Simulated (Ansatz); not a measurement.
Input and output of a one-shot G0W0 calculation on a 2-atom cell of InP started from a crystallographic database (the PAW code Ansatz, G0W0@LDA with 193 empty bands, a screening cutoff of 140 eV and a 4×4×4 mesh). The geometry is the r2SCAN minimum.

```yaml
crystal:
  lattice:
    - [0.0, 2.9538133482, 2.9538133482]
    - [2.9538133482, 0.0, 2.9538133482]
    - [2.9538133482, 2.9538133482, 0.0]
  atoms:
    - { symbol: In, position: [0.0, 0.0, 0.0] }
    - { symbol: P, position: [0.25, 0.25, 0.25] }
kpoints:
  mp_grid: { grid: [4, 4, 4] }
hamiltonian:
  xc: lda
scf:
  occupations: { method: fixed }
gw:
  n_empty_bands: 193
  ecut_chi: 140
  qp_bands: [v2, c2]
  qp_kpoints: band_edges
  screening: { model: contour_deformation }
```

Some lines of the output have been replaced by numbered gaps.
```
Functional definition: SPW92
Crystal: 2 atoms, lattice volume = 51.544 Å³
[1]
Bands: 13, of which v1, the nominal top of the filled ones, is band 9 counted from 1 (8 counted from 0)
Symmetry: 24 space group operations
Space group: F-43m (ITA 216)
k-points: 8 of 64 (time reversal used)
SCF 1 converged in 6 iterations: F = -6183.412670 eV  dr2 = 1.30e-9
Free energy (F): -6183.412670 eV
Fermi energy:    6.491397 eV
--- Band table (eV; the first three rows and the last of 8) ---
  k-point 0: bands = […, -7.5476, -7.5476, -4.9136, 6.4914, 6.4914, 6.4914, 6.8224, 10.4124, 10.4124, 10.4124]
  k-point 1: bands = […, -7.5452, -7.5452, -4.2553, 2.9916, 5.9376, 5.9376, 8.0052, 11.1106, 11.1106, 11.5650]
  k-point 2: bands = […, -7.5351, -7.5351, -3.2329, 0.7487, 5.5288, 5.5288, 7.7121, 11.1506, 11.1506, 13.3120]
  k-point 7: bands = […, -7.5671, -7.5336, -2.5093, 0.8295, 3.5678, 3.6019, 10.6402, 10.6458, 11.7956, 12.5045]
--- G₀W₀: contour deformation, 8 samples at zero and on the imaginary axis and 2 off it, 64 q-points, 193 empty bands' worth ---
    ik  band        ε_KS         Σx   Σc(E_QP)       V_xc       Z   E_QP_lin       E_QP  E_QP is
     0     8      6.4914   -16.7385     1.2775   -15.1520  0.7312     6.1783     6.1824  root
     0     9      6.4914   -16.7385     1.2775   -15.1520  0.7312     6.1783     6.1824  root
     0    10      6.8224   -10.2298    -4.0725   -14.6093  0.7513     7.1334     7.1294  root
     0    11     10.4124    -7.0398    -4.5718   -11.8920  0.7430    10.6964    10.6927  root
     1     8      5.9376   -16.2856     1.4307   -14.5351  0.7290     5.6130     5.6177  root
     1     9      5.9376   -16.2856     1.4307   -14.5351  0.7290     5.6130     5.6177  root
     1    10      8.0052  [2]
     1    11     11.1106    -7.0726    -4.7793   -12.1251  0.7379    11.3874    11.3839  root
     2     8      5.5288   -16.1288     1.6074   -14.1857  0.7257     5.1880     5.1931  root
     2     9      5.5288   -16.1288     1.6074   -14.1857  0.7257     5.1880     5.1931  root
     2    10      7.7121  [3]
     2    11     11.1506    -6.6708    -4.7416   -11.6441  0.7352    11.3847    11.3823  root
     3     8      5.0943   -15.7136     1.6988   -13.6769  0.7215     4.7508     4.7564  root
     3     9      5.0943   -15.7136     1.6988   -13.6769  0.7215     4.7508     4.7564  root
     3    10      8.7946    -6.8737    -4.1949   -11.2727  0.7575     9.0005     8.9988  root
     3    11      9.3858    -8.6294    -4.4327   -13.2973  0.7372     9.6233     9.6210  root
     6     8      4.1988   -15.4420     2.1008   -12.9807  0.7089     3.8315     3.8384  root
     6     9      4.1988   -15.4420     2.1008   -12.9807  0.7089     3.8315     3.8384  root
     6    10      8.0883    -6.4048    -3.9240   -10.4300  0.7646     8.1898     8.1894  root
     6    11      8.5772  [4]
     7     8      3.5678   -15.1346     2.2687   -12.5034  0.6979     3.1995     3.2053  root
     7     9      3.6019  [5]
     7    10     10.6402    -6.9450    -4.4619   -11.5238  0.7375    10.7577    10.7571  root
     7    11     10.6458    -9.0932    -5.0952   -14.5320  0.7156    10.9939    10.9893  root
```

The points are ik 0 = (0, 0, 0) (Γ), ik 1 = (0, 0, 1/4), ik 2 = (0, 0, -1/2), ik 3 = (0, 1/4, 1/4), ik 6 = (0, -1/2, -1/2), ik 7 = (1/4, -1/2, -1/4); band 9 is the last filled one.

Problem. Fill in the blanks. They hold quasiparticle rows, cutoff and plane waves at Γ.

Solution.
```
[1]
Basis set: ecut = 420 eV, 965 PW (Γ)
[2]
     1    10      8.0052    -8.9137    -4.1954   -13.3868  0.7506     8.2863     8.2829  root
[3]
     2    10      7.7121    -8.8313    -4.1405   -13.2432  0.7545     7.9865     7.9834  root
[4]
     6    11      8.5772    -7.7296    -4.1967   -12.1287  0.7533     8.7812     8.7796  root
[5]
     7     9      3.6019   -14.4747     2.1296   -12.0111  0.6995     3.2630     3.2680  root
```
The trailing digits, and the zero of the energies, depend on the potentials and thresholds.

Command: `ansatz run input.yaml --threads 2 --pin off --max-ram 3686MiB --backend cpu --events-out ev --progress --plain --runs-dir out`. It took 29 s on 2 threads of Arm Neoverse V1 (shared host); peak host memory 0.48 GiB.

Spin-unpolarised throughout; all numbers are computed.

Spin-orbit coupling is left out, which matters wherever the heavy atoms make up the band edges.

For so narrow a gap this mesh doesn't settle the screening, and the bands and cutoff are finite.

With a shallow d shell on the cation, G0W0 converges slowly in bands and cutoff, so these values are in doubt.
